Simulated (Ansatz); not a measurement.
# TaN: the cost of one run

Program: Ansatz 0.2.0. Level of theory: DFT PBE, scalar-relativistic, plane waves, PAW. These are calculated values, not measurements.

2 further runs of the same task are left out: 2 set aside as unsound or not needed.

## Step 1: Starting point

It takes space group P-6m2 (No. 187, hexagonal). The conventional cell has a = 2.950 Å, b = 2.950 Å, c = 2.897 Å, α = 90.00°, β = 90.00°, γ = 120.00°. Ta (site symmetry -6m2) is surrounded by 6 N at 2.24 Å. N (site symmetry -6m2) is surrounded by 6 Ta at 2.24 Å.

As a file:

```cif
data_structure
_symmetry_space_group_name_H-M 'P-6m2'
_symmetry_Int_Tables_number 187
_cell_length_a 2.9505
_cell_length_b 2.9505
_cell_length_c 2.8974
_cell_angle_alpha 90.000
_cell_angle_beta 90.000
_cell_angle_gamma 120.000
_cell_volume 21.84
loop_
_atom_site_label
_atom_site_type_symbol
_atom_site_symmetry_multiplicity
_atom_site_Wyckoff_symbol
_atom_site_fract_x
_atom_site_fract_y
_atom_site_fract_z
_atom_site_occupancy
Ta1 Ta 1 d 0.33333 0.66667 0.50000 1
N1 N 1 a 0.00000 0.00000 0.00000 1
```

It is the result of an earlier relaxation at this level (volume 10.92 Å³/atom; gap on the mesh: none (metal)).

## Step 2: Relaxing at 1 GPa

What is minimised here is the enthalpy; the energy can go up as the cell is squeezed.

input.yaml reads:

```yaml
crystal:
  lattice:
    - [2.9504707854, 0.0, 0.0]
    - [-1.4752353927, 2.5551826533, 0.0]
    - [0.0, 0.0, 2.8973536918]
  atoms:
    - { symbol: Ta, position: [0.3333333333, 0.6666666667, 0.5] }
    - { symbol: "N", position: [0.0, 0.0, 0.0] }
basis:
  ecutwfc: 420
kpoints:
  mp_grid: { grid: [18, 18, 14] }
hamiltonian:
  xc: pbe
scf:
  occupations: { method: fermi_dirac, width: 0.15 }
output:
  forces: true
  stress: true
  eigenvalues: true
relax:
  adjacent_minimum: "off"
  f_tol: 0.001
  max_steps: 60
  cell: { stress_tol: 0.02, p_target: 1.0 }
```

Started as:

```
> ansatz run input.yaml --threads 1 --pin off --max-ram 3072MiB --backend cpu --events-out ev --progress --plain --runs-dir out
```

Q: Estimate wall time and peak memory on 1 thread of AMD EPYC 7R43 (Zen 3), shared host.

About 81 s, with a peak of 0.46 GiB.
